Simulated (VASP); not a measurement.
A run of VASP 6.6.1 is set up as follows.

INCAR

```
PREC = Accurate ; ENCUT = 600
EDIFF = 1E-6 ; ISMEAR = -1
SIGMA = 0.1 ; LREAL = False
LASPH = True ; NELM = 80
ALGO = Normal ; ISIF = 3
LWAVE = False ; LCHARG = False
GGA = PE ; IVDW = 12
IBRION = 2 ; NSW = 60
EDIFFG = -0.01
```

KPOINTS

```
regular mesh
0
Gamma
  5 5 5
```

File POSCAR:

```
KBr
1.0
    0.0000000000      3.3276520000      3.3276520000
    3.3276520000      0.0000000000      3.3276520000
    3.3276520000      3.3276520000      0.0000000000
K Br
1 1
Direct
    0.0000000000      0.0000000000      0.0000000000
    0.5000000000      0.5000000000      0.5000000000
```

Potentials or basis: VASP PAW PBE potentials, release 64 (K_sv, Br).

Command:

```console
$ cat potpaw_PBE.64/K_sv/POTCAR potpaw_PBE.64/Br/POTCAR > POTCAR
$ mpirun -np 1 vasp_std > vasp.out
```

(1) Predict the relaxed volume.

(2) Estimate the relaxed cell.

## Answers

(1) 35.51 Å³/atom.

(2) a = 4.648 Å, b = 4.648 Å, c = 4.648 Å, α = 60.00°, β = 60.00°, γ = 60.00°.
